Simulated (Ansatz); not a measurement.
Runs of Ansatz 0.2.0 on CsBr. The structure is cubic, space group Pm-3m (No. 221). Conventional cell: a = 4.326 Å, b = 4.326 Å, c = 4.326 Å, α = 90.00°, β = 90.00°, γ = 90.00°. Cs (site symmetry m-3m) is surrounded by 8 Br at 3.75 Å. Br (site symmetry m-3m) has 8 Cs at 3.75 Å as nearest neighbours. The cell comes from a database or a generator and needn't be the stable form of this composition.

| potentials or basis | cutoff (eV) | V0 of scaled cells (Å³/atom) | B0 (GPa) |
| --- | --- | --- | --- |
| Ansatz PAW | 420 | 42.30 | 12 |
| SPMS NC | 408 | 42.23 | 12 |
| PseudoDojo standard | 680 | 42.23 | 12 |
| PseudoDojo stringent | 1034 | 42.23 | 12 |
| JTH PAW | 1200 | (a) | 12 |

Alike in all rows: task equation of state; level PBE; no spin polarisation; cell as given; k mesh 6 × 6 × 6; smearing fermi-dirac 0.05 eV.

Estimate the missing entries.

(a) 42.49.
